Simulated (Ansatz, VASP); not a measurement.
Pt: VASP beside Ansatz

```xyz
8
Lattice="2.7689 0.0000 0.0000 0.0000 3.9158 0.0000 0.0000 0.0000 24.6911" Properties=species:S:1:pos:R:3 pbc="T T T"
Pt    1.3844    1.9579    7.5000
Pt    0.0000    0.0000    8.8844
Pt    1.3844    1.9579   10.2689
Pt    0.0000    0.0000   11.6533
Pt    1.3844    1.9579   13.0378
Pt    0.0000    0.0000   14.4222
Pt    1.3844    1.9579   15.8067
Pt    0.0000    0.0000   17.1911
```

Alike in both runs: task single point; functional PBE; k mesh 10 × 7 × 1; occupations fermi-dirac, width 0.05 eV; no spin polarisation.

```csv
,VASP,Ansatz
version,VASP 6.6.1,Ansatz 0.2.0
potentials or method,"VASP PAW PBE potentials, release 64 (Pt)",Ansatz PAW
plane-wave cutoff (eV),520,420
valence electrons in the cell,80,144
```

Ansatz gave:

```
gap on the k mesh at the Fermi level (eV)  : none
rms of the force components (eV/Å)         : 0.355
work function, face that differs most (eV) : 5.35
```

Which values does VASP return?

gap on the k mesh at the Fermi level (eV): none; rms of the force components (eV/Å): 0.353; work function, face that differs most (eV): 5.35.

Atom by atom the forces differ by 0.008 eV/Å (rms over components). A gap of «none» marks a metal or a gap that the smearing closes. With one functional, cell and mesh, what is left measures potentials, basis and numerics. The two sets of potentials don't hold the same shells in valence.

The runs have no spin-orbit coupling, so splittings on Pt are missing.
